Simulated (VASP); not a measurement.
**AlN in VASP: how settings move the PBE single point**

Aim: see what changed inputs do to the PBE single point of zincblende AlN, under -0.7 % strain along x alone.

The runs shown are made with VASP 6.6.1. PAW datasets, plane waves. The values are computed, spin-unpolarised (in the reference), and not measurements.

### Step 1. The cell

The cell comes from an earlier relaxation with r2SCAN in another program, then strained, with the atoms relaxed again. Some of the altered inputs switch spin polarisation on.

It is tetragonal, I-4m2 (No. 119); conventional cell a = 3.090 Å, c = 4.341 Å, 10.36 Å³ an atom. Al has 4 N at 1.89 Å; N has 4 Al at 1.89 Å.

As a file:

```cif
data_structure
_symmetry_space_group_name_H-M 'P 1'
_symmetry_Int_Tables_number 1
_cell_length_a 3.0899
_cell_length_b 3.0799
_cell_length_c 3.0799
_cell_angle_alpha 60.215
_cell_angle_beta 59.892
_cell_angle_gamma 59.892
_cell_volume 20.72
loop_
_atom_site_label
_atom_site_type_symbol
_atom_site_fract_x
_atom_site_fract_y
_atom_site_fract_z
_atom_site_occupancy
Al1 Al 0.00000 0.00000 0.00000 1
N1 N 0.25000 0.25000 0.25000 1
```

### Step 2. Reference

The input, INCAR:

```
ENCUT = 520.000000
SIGMA = 0.020000
EDIFF = 1.00e-07
GGA = PE
PREC = Accurate
IBRION = -1
ISIF = 2
ISMEAR = -1
NBANDS = 11
NELM = 120
NSW = 0
LASPH = .TRUE.
LCHARG = .FALSE.
LWAVE = .FALSE.
LREAL = .FALSE.
```

The input, KPOINTS:

```
KPOINTS created by Atomic Simulation Environment
0
Gamma
10 10 10
0 0 0
```

The input, POSCAR:

```
Al N
 1.0000000000000000
     0.0000000000000000    2.1848764208000002    2.1848764208000002
     2.1706747241000000    0.0000000000000000    2.1848764208000002
     2.1706747241000000    2.1848764208000002    0.0000000000000000
 Al  N
   1   1
Cartesian
  0.0000000000000000  0.0000000000000000  0.0000000000000000
  1.0853373620500000  1.0924382104000001  1.0924382104000001
```

A file KPOINTS_OPT adds named points for the levels; it doesn't enter the self-consistent loop.

Potentials: the recommended PBE PAW datasets, 8 valence electrons.

The run is started by

```console
$ mpirun -np 1 vasp_std
```

### Step 3. Try 1

The input, INCAR:

```
ENCUT = 520.000000
EDIFF = 1.00e-07
GGA = PE
PREC = Accurate
IBRION = -1
ISIF = 2
NELM = 120
NSW = 0
LASPH = .TRUE.
LCHARG = .FALSE.
LWAVE = .FALSE.
LREAL = .FALSE.
ISMEAR = -5
SIGMA = 0.1
NELECT = 7.9
NBANDS = 8
```

KPOINTS is that of step 2.

POSCAR is that of step 2.

### Step 4. Try 2

The input, INCAR:

```
ENCUT = 520.000000
EDIFF = 1.00e-07
GGA = PE
PREC = Accurate
IBRION = -1
ISIF = 2
NBANDS = 11
NELM = 120
NSW = 0
LASPH = .TRUE.
LCHARG = .FALSE.
LWAVE = .FALSE.
LREAL = .FALSE.
ISPIN = 2
MAGMOM = -0.5 0.5
ISMEAR = 0
SIGMA = 0.2
```

The input, KPOINTS:

```
KPOINTS created by Atomic Simulation Environment
0
Monkhorst-Pack
10 10 10
0 0 0
```

POSCAR is that of step 2.

Before running it: what results should come out? Wanted: for each run, changed; ending; energy change; pressure; electronic steps; usable.

**Answer**, as computed:

| run | changed | ending | energy change (meV/atom) | pressure (GPa) | gap on the mesh (eV; negative: overlap) | electronic steps | time | usable |
| --- | --- | --- | --- | --- | --- | --- | --- | --- |
| ref. | – | converged | 0 | 5.7 | 3.28 | 12 | 14 s | yes |
| 1 | ISMEAR = -5, SIGMA = 0.1, NELECT = 7.9, NBANDS = 8 | converged | – | -1.6 | – | 13 | 11 s | no |
| 2 | ISPIN = 2, MAGMOM = -0.5 0.5, ISMEAR = 0, SIGMA = 0.2, shifted mesh | converged | 0.0 | 5.7 | – | 14 | 73 s | yes |

What this shows: Of 2 altered inputs, 1 ended normally on a faulty or unsound input, 1 gave usable results.
